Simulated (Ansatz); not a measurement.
# One atom moved along a line in InSe

Level of theory: DFT PBEsol, scalar-relativistic, plane waves, PAW in Ansatz. The runs took a 420 eV cutoff, a Γ-centred 12×12×12 mesh and Gaussian smearing (0.03 eV). No spin polarisation. Energies are free energies at this smearing, counted from the undisturbed cell; pressure is positive in compression.

Reference structure (as given, not relaxed at this level; it stands at 0.2 GPa):

```
CELL_PARAMETERS angstrom
2.00000 1.15470 8.31667
-2.00000 1.15470 8.31667
0.00000 -2.30940 8.31667
ATOMIC_POSITIONS crystal
In 0.00000 0.00000 0.00000
In 0.11220 0.11220 0.11220
Se 0.61550 0.61550 0.61550
Se 0.83000 0.83000 0.83000
```

The cell holds layers and no dispersion correction was added, so their binding is poorly described.

Atom 4 (Se) is moved by x along the Cartesian unit vector (-0.758, -0.438, -0.484); the cell and all other atoms stay fixed.

Task: Over the sampled range (-0.1000 to 0.1000), is the undisturbed cell the lowest point?

Result: Yes, every other sampled point lies higher.

Task: Which end lies higher in energy, -0.1000 or +0.1000?

Result: +0.1000: 33.2 against 24.5.

Task: Does the gap on the k-mesh survive along the scan?

Result: It is 0.30 eV at the start and stays between 0.26 and 0.32 eV.

The scan:

```csv
x (Å),ΔE (meV/cell)
-0.1000,24.5
-0.0750,14.2
-0.0500,6.4
-0.0250,1.6
0.0000,0.0
0.0250,2.0
0.0500,7.9
0.0750,18.1
0.0875,25.0
0.1000,33.2
```